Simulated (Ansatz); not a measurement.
Ta$_{2}$Si: energy along a strain

Ta$_{2}$Si, I4/mcm, a = 6.168 Å, c = 5.049 Å. The structure is a Materials Project entry; whether it is the stable form wasn't checked. Ansatz: r2SCAN, PAW, 500 eV, Γ-centred 12×12×12 mesh on 6 atoms, Gaussian smearing 0.15 eV; no spin polarisation. Cell vectors (Å): -3.084 3.084 2.525; 3.084 -3.084 2.525; 3.084 3.084 -2.525. The cell is strained by x per cent times the pattern (1 1 0 0 0 0) in the order xx yy zz yz xz xy (engineering shears), with fractional coordinates held. y is the free energy over the start, V0 = 16.010 Å³/atom.

```tsv
x (%)	y (meV/atom)
-6.00	?
-3.00	51.81
0.00	0.00
1.50	11.74
4.50	97.69
6.00	167.47
```

Question: Fit y = c2 x² + c3 x³ to the other rows, get the stiffness along the pattern, and predict the missing energy.

Answer: Least squares on the rows shown. y = 5.3831 x² − 0.12224 x³. The clamped-ion stiffness p·C·p = 2 × 53.83 eV × 160.2 / 16.010 Å³ = 1077 GPa. At x = -6.00 the fit asked for gives 220.20 meV/atom. The run gave 223.60 meV/atom, so the fit is 3.40 meV/atom too low, 1.5 % of the span of the series, against an rms of 0.11 meV/atom on the fitted rows. The row lies outside the fitted range. With a term in x⁴ added, a fit to the same known rows predicts 221.80 meV/atom, which recovers part of the miss; the known rows don't hold the rest.

Spin–orbit coupling is left out, which can shift energies with elements as heavy as these.

The energy well is clearly anharmonic: 6 % in-plane compression costs 223.60 meV/atom, while the same extension costs 167.47. The negative cubic term expresses this asymmetry. With c fixed, compression reduces the volume and forces the Ta and Si shells into stronger overlap, so Pauli repulsion and kinetic energy rise steeply, whereas the bonding forces weaken as the lattice is stretched. The fit's shortfall at the compressed end fits this picture, since a cubic form anchored mostly in extension probably misses the higher-order growth of the repulsion.

The large stiffness should not be read as a Young's or bulk modulus. In a tetragonal crystal this pattern gives 2(C11 + C12), a sum over two strained axes with no Poisson contraction along c, so it neither separates the two constants nor tests resistance to shear. Because equal in-plane strain preserves the tetragonal symmetry, the free positional parameter of the Ta site could still respond, and the relaxed stiffness can only be equal or lower.
